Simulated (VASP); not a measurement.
# Nb: kinetic-energy density

Nb, Im-3m (no. 229), 1 atom in the cell. PBE; PAW potentials Nb_sv (PBE set).

## Input

INCAR:
```
PREC = Accurate
ENCUT = 520
EDIFF = 1E-7
ISMEAR = 1
SIGMA = 0.1
LREAL = False
LASPH = True
ALGO = Normal
NELM = 100
ISIF = 2
LWAVE = False
LCHARG = True
LTAU = True
```

KPOINTS:
```
k-points
0
Gamma
  9 9 9
```

POSCAR:
```
Nb
1.0
   -1.6639500000      1.6639500000      1.6639500000
    1.6639500000     -1.6639500000      1.6639500000
    1.6639500000      1.6639500000     -1.6639500000
Nb
1
Direct
    0.0000000000      0.0000000000      0.0000000000
```

Commands:
```
cat potpaw_PBE.64/Nb_sv/POTCAR > POTCAR
mpirun -np 1 vasp_std > vasp.out
```

## Result

- Kinetic energy of the pseudo orbitals (eV): 379.03

VASP 6.6.1 took 4.7 s on 1 core (Intel Xeon Platinum 8488C (Sapphire Rapids)), a shared host.
